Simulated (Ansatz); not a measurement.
# Molecular dynamics of Mg₇Ge₈N₁₆, charge -2

Input:

```yaml
accuracy: low
crystal:
  lattice:
    - [0.0, 6.741108, 5.277927]
    - [5.611015, 0.0, 5.277927]
    - [5.611015, 6.741108, 0.0]
  atoms:
    - { symbol: Mg, position: [0.66578296, 0.35207975, 0.23071776] }
    - { symbol: Mg, position: [0.94869927, 0.46092471, 0.46992473] }
    - { symbol: Mg, position: [0.11017417, 0.38631502, 0.02364357] }
    - { symbol: Mg, position: [0.76518043, 0.17533259, 0.87629291] }
    - { symbol: Ge, position: [-0.00942824, 0.95806389, 0.14149274] }
    - { symbol: Ge, position: [0.19713312, 0.21931745, 0.67310953] }
    - { symbol: Ge, position: [0.33942628, 0.12014936, 0.28963232] }
    - { symbol: Ge, position: [0.91035233, 0.09591879, 0.47335618] }
    - { symbol: "N", position: [0.26061455, 0.06700723, 0.54017899] }
    - { symbol: "N", position: [0.33376365, 0.54904709, 0.82750058] }
    - { symbol: "N", position: [0.15453355, 0.71390308, 0.18954893] }
    - { symbol: "N", position: [0.4547615, 0.91528436, 0.18648955] }
    - { symbol: "N", position: [0.10192358, 0.24780295, 0.2993147] }
    - { symbol: "N", position: [0.1994335, 0.10874129, 0.9280449] }
    - { symbol: "N", position: [0.37491893, 0.43126684, 0.5014215] }
    - { symbol: "N", position: [0.50091499, 0.32090429, 0.11843218] }
    - { symbol: Mg, position: [0.14712712, 0.82806664, 0.74093492] }
    - { symbol: Mg, position: [0.4986896, 0.00699713, 0.91485027] }
    - { symbol: Mg, position: [0.29294995, 0.6839643, 0.33385223] }
    - { symbol: Ge, position: [0.53081847, 0.49224292, 0.59068635] }
    - { symbol: Ge, position: [0.71222666, 0.80027505, 0.17058913] }
    - { symbol: Ge, position: [0.85272441, 0.62029645, 0.76965049] }
    - { symbol: Ge, position: [0.37055482, 0.62110045, 0.97281425] }
    - { symbol: "N", position: [0.82913412, 0.58294759, 0.03684772] }
    - { symbol: "N", position: [0.80962745, 0.05542812, 0.3364027] }
    - { symbol: "N", position: [0.6840244, 0.23701183, 0.66273483] }
    - { symbol: "N", position: [0.94593581, 0.3717025, 0.70497524] }
    - { symbol: "N", position: [0.60032175, 0.73870756, 0.82396054] }
    - { symbol: "N", position: [0.70914529, 0.65411839, 0.43177431] }
    - { symbol: "N", position: [0.9410839, 0.91604095, 0.97628398] }
    - { symbol: "N", position: [0.01141089, 0.82096285, 0.56963104] }
total_charge: -2
basis:
  ecutwfc: 420.0
kpoints:
  mp_grid: { grid: [1, 1, 1] }
hamiltonian:
  xc: pbesol
scf:
  occupations: { method: fermi_dirac, width: 0.05 }
  lower_state_search: "off"
  convergence: { dr2_threshold: 0.1 }
  max_iter: 69
md:
  timestep: 1
  n_steps: 200
  ensemble: nvt_nose_hoover
  temperature: 1950.0
  initial_velocities: maxwell_boltzmann
  seed: 294073
  nose_hoover: { tau: 100.0, chain_length: 5 }
```

Launched with:

```bash
$ ansatz run input.yaml --threads 1 --pin off --max-ram 3072MiB --backend cpu --events-out ev --progress --plain --runs-dir out
```

It goes on from the last frame of an earlier run, with new velocities.

Output, in part (warnings, step lines):

```
WARN: F and its Harris–Foulkes estimate disagree by 1.02e-2 eV at the final density (on a DFT+U run the figure also counts the on-site term, by absolute value) — the energy may not be reliable. Consider tightening scf.convergence.
WARN: F and its Harris–Foulkes estimate disagree by 1.17e-2 eV at the final density (on a DFT+U run the figure also counts the on-site term, by absolute value) — the energy may not be reliable. Consider tightening scf.convergence.
WARN: F and its Harris–Foulkes estimate disagree by 7.52e-2 eV at the final density (on a DFT+U run the figure also counts the on-site term, by absolute value) — the energy may not be reliable. Consider tightening scf.convergence.
WARN: F and its Harris–Foulkes estimate disagree by 1.75e-2 eV at the final density (on a DFT+U run the figure also counts the on-site term, by absolute value) — the energy may not be reliable. Consider tightening scf.convergence.
WARN: F and its Harris–Foulkes estimate disagree by 5.78e-2 eV at the final density (on a DFT+U run the figure also counts the on-site term, by absolute value) — the energy may not be reliable. Consider tightening scf.convergence.
WARN: F and its Harris–Foulkes estimate disagree by 1.11e-2 eV at the final density (on a DFT+U run the figure also counts the on-site term, by absolute value) — the energy may not be reliable. Consider tightening scf.convergence.
md step     0: t =     0.00 fs  T =  1950.0 K  F+E_penalty+E_count = -53458.79939065 eV  E_kin = 7.561710 eV  conserved = -53451.23768071 eV  (6 SCF iters)
md step     1: t =     1.00 fs  T =  1910.7 K  F+E_penalty+E_count = -53458.64321964 eV  E_kin = 7.409167 eV  conserved = -53451.23405603 eV  (2 SCF iters)
md step     2: t =     2.00 fs  T =  1872.0 K  F+E_penalty+E_count = -53458.48650578 eV  E_kin = 7.259101 eV  conserved = -53451.22744142 eV  (2 SCF iters)
md step     3: t =     3.00 fs  T =  1834.2 K  F+E_penalty+E_count = -53458.33206660 eV  E_kin = 7.112585 eV  conserved = -53451.21960822 eV  (2 SCF iters)
md step     4: t =     4.00 fs  T =  1797.5 K  F+E_penalty+E_count = -53458.18181633 eV  E_kin = 6.970362 eV  conserved = -53451.21175303 eV  (2 SCF iters)
md step     5: t =     5.00 fs  T =  1761.6 K  F+E_penalty+E_count = -53458.03901412 eV  E_kin = 6.831322 eV  conserved = -53451.20826635 eV  (2 SCF iters)
md step     6: t =     6.00 fs  T =  1725.8 K  F+E_penalty+E_count = -53457.89905768 eV  E_kin = 6.692422 eV  conserved = -53451.20761140 eV  (2 SCF iters)
md step     7: t =     7.00 fs  T =  1690.6 K  F+E_penalty+E_count = -53457.76258858 eV  E_kin = 6.555729 eV  conserved = -53451.20838028 eV  (2 SCF iters)
[... lines left out ...]
```

The steps, from the saved trajectory:

```csv
time (fs),T (K),potential energy less start (eV),conserved less start (meV/atom)
0.0,1950,0.000,0.00
6.0,1726,0.900,0.97
12.0,1563,1.546,1.18
18.0,1693,1.062,1.47
24.0,2264,-1.117,1.81
30.0,2435,-1.744,2.35
36.0,2122,-0.484,3.60
42.0,1859,0.557,4.34
48.0,1869,0.546,5.15
54.0,2028,-0.073,5.05
60.0,2022,-0.031,5.64
66.0,1685,1.293,6.14
72.0,1662,1.405,6.76
78.0,2085,-0.213,6.96
84.0,2421,-1.481,7.69
90.0,2445,-1.552,8.35
96.0,2159,-0.409,10.04
102.0,2091,-0.197,9.11
108.0,1985,0.191,9.25
114.0,1808,0.872,10.14
120.0,1831,0.772,10.67
126.0,1717,1.205,11.26
132.0,1652,1.465,12.27
138.0,1727,1.160,12.47
144.0,2020,0.025,13.14
150.0,2173,-0.582,13.53
156.0,2149,-0.505,14.16
162.0,1774,0.921,14.61
168.0,1707,1.144,14.80
174.0,2035,-0.162,15.08
180.0,2150,-0.650,15.52
186.0,2164,-0.765,15.86
192.0,2241,-1.141,16.32
198.0,2006,-0.330,16.45
```

All steps were run. The conserved energy wandered by up to 16.7 meV per atom (net 16.7 meV per atom), which is poor conservation. A run of 0.2 ps of so small a system gives no equilibrium averages. The SCF threshold is loose, so the forces are noisy. Limits of this set-up: coarse k mesh, low accuracy level, charged cell in a uniform background, uncorrected.

Mean squared displacements from the first frame to the last, about the centre of mass: Mg 0.20 Å², Ge 0.07 Å², N 0.12 Å².

Last frame:

```xyz
31
Lattice="0.0000 6.7411 5.2779 5.6110 0.0000 5.2779 5.6110 6.7411 0.0000" Properties=species:S:1:pos:R:3
Mg 3.162 6.166 5.314
Mg 5.146 9.000 7.726
Mg 2.107 1.226 2.440
Mg 6.164 10.867 5.351
Ge 6.162 0.875 5.120
Ge 4.995 6.014 2.386
Ge 2.391 4.144 2.600
Ge 3.078 9.302 5.237
N 3.412 5.480 1.659
N 7.878 7.594 4.493
N 5.088 2.354 4.491
N 5.963 4.207 7.660
N 3.302 2.703 1.843
N 5.590 7.567 1.710
N 4.858 5.976 4.183
N 2.397 4.063 4.577
Mg 8.965 6.077 5.032
Mg 4.891 9.210 2.746
Mg 6.143 4.520 5.179
Ge 5.918 7.455 5.167
Ge 5.322 5.776 7.838
Ge 8.079 11.161 7.557
Ge 8.888 9.273 5.148
N 3.447 6.005 7.425
N 2.288 7.497 4.948
N 4.821 8.949 4.933
N 6.285 11.356 7.418
N 8.889 9.644 6.897
N 6.018 7.221 6.973
N 10.906 12.927 9.580
N 8.072 4.172 4.487
```

Run time: 4.1 min on 1 thread of Intel(R) Xeon(R) 6975P-C (Granite Rapids), on a shared host, peak memory 0.59 GiB.
